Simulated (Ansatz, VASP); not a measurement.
## Y: VASP beside Ansatz

```
Y
1.0
     3.29127    0.00000    0.00000
     0.00000    3.29127    0.00000
     0.00000    0.00000    3.29127
Y
1
Direct
  0.00000 0.00000 0.00000
```

The cell was built by a generator and needn't be a form met in nature.

Alike in both runs: task relaxation of cell and atoms; functional revPBE; k mesh 10 × 10 × 10; occupations fermi-dirac, width 0.1 eV; no spin polarisation.

|  | VASP | Ansatz |
| --- | --- | --- |
| version | VASP 6.6.1 | Ansatz 0.2.0 |
| potentials or method | VASP PAW PBE potentials, release 64 (Y_sv) | plane waves (420 eV) with PAW, scalar-relativistic |
| plane-wave cutoff (eV) | 600 | 420 |
| valence electrons in the cell | 11 | 11 |

```tsv
	VASP	Ansatz	Ansatz less VASP
relaxed volume (Å³/atom)	36.23	36.28	+0.041
relaxed cell length with the largest relative difference (Å)	3.309	3.310	+0.0012
```

Caveats: the PAW data sets were made with another functional, which shifts forces and pressure a little (VASP).
